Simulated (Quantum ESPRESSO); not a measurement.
Runs of Quantum ESPRESSO 7.5 on SiC. Symmetry: P6_3mc, No. 186, hexagonal system. Conventional cell: a = 3.076 Å, b = 3.076 Å, c = 10.071 Å, α = 90.00°, β = 90.00°, γ = 120.00°. Around Si (site symmetry 3m) lie 4 C at 1.88 to 1.89 Å. Around Si (site symmetry 3m) lie 4 C at 1.88 to 1.89 Å. C (site symmetry 3m) is surrounded by 4 Si at 1.88 to 1.89 Å. Around C (site symmetry 3m) lie 4 Si at 1.88 to 1.89 Å. The cell is a database's computed one.

```csv
task,level,potentials or basis,k mesh,cutoff (eV),SCF threshold,form of the LDA correlation,symmetry,gap on the mesh (eV),pressure (GPa),V0 of scaled cells (Å³/atom),B0 (GPa)
equation of state,PBEsol,GBRV 1.5 PBEsol,10 × 10 × 3,612,1.6e-09 Ry,-,-,-,-,10.34,222
band structure,PBEsol,GBRV 1.5 PBEsol,10 × 10 × 3,612,1.6e-09 Ry,-,-,2.12,0.4,-,-
band structure,LDA,GBRV 1.5 LDA,10 × 10 × 3,612,1.6e-09 Ry,PZ81,-,2.18,(a),-,-
equation of state,LDA,GBRV 1.5 LDA,10 × 10 × 3,612,1.6e-09 Ry,PZ81,-,-,-,(c),229
band structure,r2SCAN,SG15 PBE 1.2,8 × 8 × 2,1197,1e-08 Ry,-,off,2.60,(b),-,-
```

Alike in all rows: no spin polarisation; cell as given; smearing fermi-dirac 0.05 eV.

**Question.** Fill in the values left out.

**Answer.** (a) -3.9; (b) 1.9; (c) 10.14.

Caveats: the cell was scaled at fixed shape and fractional positions, which overstates the stiffness of a crystal with free parameters, most of all of layers and chains (some runs); some levels on the path didn't converge (some runs); the potentials were made for another functional, which shifts forces and pressure (some runs).

Runs at the PBE level aren't shown here.
